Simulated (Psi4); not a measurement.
# BLYP/6-31G(d) (spherical functions) run of C4H10O (tert-butanol)

What is the vertical ionisation energy of C4H10O (tert-butanol) at BLYP/6-31G* (spherical functions)? 

The calculation is run with Psi4 1.11.

**1. The molecule**

C4H10O has 15 atoms, charge 0, and is taken as a singlet. SMILES: `CC(C)(C)O`. The coordinates come from a PBE0-D4/def2-TZVP relaxation. This is one conformer, not always the lowest.

Bond lengths: C1–C2 1.523 Å, C2–C3 1.517 Å, C2–C4 1.523 Å, C2–O5 1.427 Å, C1–H6 1.092 Å, C1–H7 1.095 Å, C1–H8 1.093 Å, C3–H9 1.092 Å, C3–H10 1.092 Å, C3–H11 1.092 Å, C4–H12 1.093 Å, C4–H13 1.092 Å, C4–H14 1.095 Å, O5–H15 0.961 Å. Some angles: C1–C2–C3 110.7°, C1–C2–C4 110.7°, C1–C2–O5 109.7°, C3–C2–C4 110.7°, C3–C2–O5 105.2°, C4–C2–O5 109.7°, C2–C1–H6 110.2°, C2–C1–H7 110.7°, C2–C1–H8 111.3°, C2–C3–H9 110.2°.

**2. Energy and forces at BLYP/6-31G(d) (spherical functions)**

c4h10o.json reads:

```json
{
  "schema_name": "qcschema_input",
  "schema_version": 1,
  "molecule": {
    "schema_name": "qcschema_molecule",
    "schema_version": 2,
    "symbols": ["C", "C", "C", "C", "O", "H", "H", "H", "H", "H", "H", "H", "H", "H", "H"],
    "geometry": [-2.37043466, 0.91738644, 0.97481522, 0.25350676, 0.3746571, -0.07432293, 1.95734053, -0.70898745, 1.96146013, 0.0986815, -1.4069011, -2.32880399, 1.42789596, 2.6833733, -0.82093482, -2.24711113, 2.24410646, 2.55005312, -3.58229712, 1.74871476, -0.48085971, -3.28407944, -0.81099486, 1.63979095, 2.10566513, 0.60886976, 3.5417436, 3.85058154, -1.0315637, 1.20802632, 1.21135224, -2.50027774, 2.66273749, -0.71955102, -3.22542234, -1.79234854, 1.98105659, -1.73639375, -3.10655857, -1.08712164, -0.59921326, -3.81879635, 0.40449588, 3.44260857, -2.11598303],
    "molecular_charge": 0,
    "molecular_multiplicity": 1,
    "fix_symmetry": "c1"
  },
  "driver": "gradient",
  "model": {
    "method": "blyp",
    "basis": "6-31G*"
  },
  "keywords": {
    "reference": "rks",
    "puream": true,
    "e_convergence": 1e-09,
    "d_convergence": 1e-08,
    "scf_type": "pk",
    "dft_radial_points": 99,
    "dft_spherical_points": 590,
    "scf_properties": ["MAYER_INDICES", "WIBERG_LOWDIN_INDICES", "LOWDIN_CHARGES"]
  }
}
```

The run is started by

```console
psi4 --qcschema c4h10o.json -n 1 --memory 1600MB
```

stdout:

```text
[...]
  Running in c1 symmetry.
[...]
  Nuclear repulsion =  200.276316054694036
[...]
  Multiplicity = 1
[...]
  Nalpha       = 21
  Nbeta        = 21
[...]
    Number of basis functions: 90
[...]
   @RKS iter   1:  -232.86675187810891    2.60834e-04   1.27000e-02 DIIS/ADIIS
[...]
   @RKS iter  12:  -233.53247878973443   -1.44951e-12   3.30716e-09 DIIS
[...]
    Orbital Energies [Eh]
    ---------------------
    Doubly Occupied:
       1A    -18.770753     2A     -9.962185     3A     -9.897380
       4A     -9.897331     5A     -9.893027     6A     -0.912518
       7A     -0.701288     8A     -0.610963     9A     -0.610503
      10A     -0.499276    11A     -0.424856    12A     -0.389791
      13A     -0.387340    14A     -0.352567    15A     -0.340410
      16A     -0.324715    17A     -0.311621    18A     -0.295679
      19A     -0.291086    20A     -0.257975    21A     -0.200165
[...]
  @RKS Final Energy:  -233.53247878973443
   => Energetics <=
    Nuclear Repulsion Energy =            200.2763160546940355
    One-Electron Energy =                -712.5190100274644465
    Two-Electron Energy =                 312.7098103041379886
    DFT Exchange-Correlation Energy =     -33.9995951211019829
    Empirical Dispersion Energy =           0.0000000000000000
    VV10 Nonlocal Energy =                  0.0000000000000000
    Total Energy =                       -233.5324787897344265
[...]
 Multipole Moments:
 ------------------------------------------------------------------------------------
     Multipole            Electronic (a.u.)      Nuclear  (a.u.)        Total (a.u.)
 ------------------------------------------------------------------------------------
 L = 1.  Multiply by 2.5417464519 to convert [e a0] to [Debye]
 Dipole X            :          1.5977926           -2.0636130           -0.4658204
 Dipole Y            :          2.8206946           -3.0036260           -0.1829314
 Dipole Z            :         -0.7905594            0.5724113           -0.2181481
 Magnitude           :                                                    0.5459314
[...]
  -Total Gradient:
     Atom            X                  Y                   Z
    ------   -----------------  -----------------  -----------------
       1        0.005354522992    -0.000743459899    -0.002807161325
       2        0.003473362105     0.002976153757     0.000508876155
       3       -0.003967424027     0.002066341170    -0.004414767865
       4        0.000010431096     0.004279998088     0.004328791086
       5       -0.020151842281    -0.008863744146    -0.008795833752
       6        0.000484216465    -0.004576820519    -0.005310764411
       7        0.004802169263    -0.002944837704     0.004469255698
       8        0.004344468053     0.005404884874    -0.002623679139
       9       -0.001181634274    -0.003971216327    -0.005762604147
      10       -0.006765736339     0.001280053460     0.001710184504
      11        0.001899960231     0.006048674941    -0.002835073290
      12        0.002839852813     0.006818029006    -0.000608679245
[...]
```

Wall time 60 s (1 thread of Intel Xeon Platinum 8259CL at 2.50GHz (Skylake/Cascade Lake), shared host); peak memory 1 GiB.

**3. The doublet cation at the same level**

job.inp reads:

```
memory 1600 mb

molecule {
  1 2
  C     -1.254380     0.485460     0.515850
  C      0.134150     0.198260    -0.039330
  C      1.035780    -0.375180     1.037960
  C      0.052220    -0.744500    -1.232350
  O      0.755610     1.419980    -0.434420
  H     -1.189120     1.187530     1.349430
  H     -1.895670     0.925380    -0.254460
  H     -1.737860    -0.429160     0.867740
  H      1.114270     0.322200     1.874210
  H      2.037640    -0.545880     0.639260
  H      0.641020    -1.323090     1.409060
  H     -0.380770    -1.706820    -0.948470
  H      1.048330    -0.918860    -1.643920
  H     -0.575280    -0.317090    -2.020820
  H      0.214050     1.821750    -1.119730
  units angstrom
  symmetry c1
}

set {
  basis 6-31G*
  reference uks
  puream true
  e_convergence 1e-09
  d_convergence 1e-08
  scf_type pk
  dft_radial_points 99
  dft_spherical_points 590
  maxiter 100
}

E, wfn = gradient("blyp", return_wfn=True)
oeprop(wfn, "LOWDIN_CHARGES", "WIBERG_LOWDIN_INDICES", "DIPOLE", title="BLYP")
```

The run is started by

```console
psi4 -i job.inp -o job.out -n 1
```

job.out, shortened:

```text
[...]
  Running in c1 symmetry.
[...]
  Nuclear repulsion =  200.276315985542851
[...]
  Multiplicity = 2
[...]
  Nalpha       = 21
  Nbeta        = 20
[...]
    Number of basis functions: 90
[...]
   @UKS iter   1:  -232.66340386888561    2.03609e-01   1.09840e-02 DIIS/ADIIS
[...]
   @UKS iter  15:  -233.19061755491185   -1.10845e-12   7.17210e-09 DIIS
[...]
   @S^2 Observed:                7.514668750E-01
[...]
  @UKS Final Energy:  -233.19061755491185
   => Energetics <=
    Nuclear Repulsion Energy =            200.2763159855428512
    One-Electron Energy =                -702.1537175083165039
    Two-Electron Energy =                 302.3212414756150679
    DFT Exchange-Correlation Energy =     -33.6344575077532824
    Empirical Dispersion Energy =           0.0000000000000000
    VV10 Nonlocal Energy =                  0.0000000000000000
    Total Energy =                       -233.1906175549118529
[...]
  -Total Gradient:
     Atom            X                  Y                   Z
    ------   -----------------  -----------------  -----------------
       1        0.041031749806    -0.016896206502     0.000023612405
       2       -0.053477346985    -0.002095517631    -0.038767767294
       3        0.002402795126     0.004056269941    -0.000945903958
       4        0.010001147159     0.012341107777     0.041536630660
       5       -0.003620904062     0.017987032404    -0.015251853515
       6       -0.004458075801    -0.003995319020    -0.003968698693
       7        0.004881866623    -0.001936318354     0.003266931240
       8       -0.003756940621     0.008865526028     0.001345393920
       9       -0.003110061191    -0.004316610644    -0.006873487544
      10       -0.008637263927     0.000890750899     0.000480016476
      11        0.001974486870     0.004317863915    -0.001553366906
      12        0.003803358803     0.001734655576    -0.008794373680
[...]
```

Wall time 99 s (1 thread of Intel Xeon Platinum 8259CL at 2.50GHz (Skylake/Cascade Lake), shared host); peak memory 1 GiB.

**4. What came out**

At BLYP/6-31G* (spherical functions):

| quantity | value |
| --- | --- |
| singlet C4H10O: total energy | -233.53248 Eh |
| singlet C4H10O: dipole moment | 1.39 D |
| singlet C4H10O: HOMO energy | -5.45 eV |
| singlet C4H10O: LUMO energy | 1.23 eV |
| singlet C4H10O: HOMO–LUMO gap | 6.68 eV |
| singlet C4H10O: largest force on an atom | 1.219 eV/Å |
| doublet cation: total energy | -233.19062 Eh |
| doublet cation: HOMO energy (highest over α and β) | -13.61 eV |
| doublet cation: LUMO energy (lowest over α and β) | -12.87 eV |
| doublet cation: ⟨S²⟩ | 0.751 |
| doublet cation: largest force on an atom | 3.398 eV/Å |
| vertical ionisation energy (to the doublet cation) | 9.303 eV |

The vertical ionisation energy comes to 9.30 eV (215 kcal/mol). The largest force (singlet C4H10O) is 1.22 eV/Å: the shape isn't a stationary point for this species at this level. The negative HOMO energy of the first species, 5.45 eV, lies 3.86 eV below that difference.
